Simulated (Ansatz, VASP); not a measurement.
**CuAu, level by level in two programs**

```xyz
2
Lattice="2.8659 0.0000 0.0000 0.0000 2.8659 0.0000 0.0000 0.0000 3.7573" Properties=species:S:1:pos:R:3 pbc="T T T"
Au    0.0000    0.0000    0.0000
Cu    1.4329    1.4329    1.8786
```

Single points on this cell with VASP 6.6.1 and Ansatz 0.2.0. Each row is one pair of runs. Alike in all rows: spin: off; k mesh: 9 × 9 × 7; smearing: fermi-dirac, width 0.05 eV.

```csv
level,"VASP's potentials, cutoff","Ansatz's potentials, cutoff","gap on the k mesh at the Fermi level (eV), VASP","gap on the k mesh at the Fermi level (eV), Ansatz","pressure (GPa), VASP","pressure (GPa), Ansatz","largest component of the traceless stress (GPa), VASP","largest component of the traceless stress (GPa), Ansatz"
LDA,"VASP PAW LDA potentials, release 64 (Au, Cu), 520 eV","Ansatz PAW, 420 eV",none,none,-15.6,-16.1,0.34,0.29
PBE,"VASP PAW PBE potentials, release 64 (Au, Cu), 520 eV","Ansatz PAW, 420 eV",none,none,-3.7,-3.8,0.17,0.09
r2SCAN,"VASP PAW PBE potentials, release 64 (Au, Cu), 520 eV","Ansatz PAW, 500 eV",none,none,-7.9,-8.2,0.18,0.13
```

Pressure (GPa): the two programs differ by at most 0.47; largest component of the traceless stress (GPa): the two programs differ by at most 0.078.

A gap of «none» marks a metal or a gap that the smearing closes.

Caveats: so large a pressure means that the cell lies far from this level's equilibrium, or that cutoff or potentials fall short (VASP); the PAW data sets were made with another functional, which shifts forces and pressure a little (VASP); the PAW data sets come from PBE, with cores solved anew for the run's functional, which leaves a small shift of forces and pressure (Ansatz).
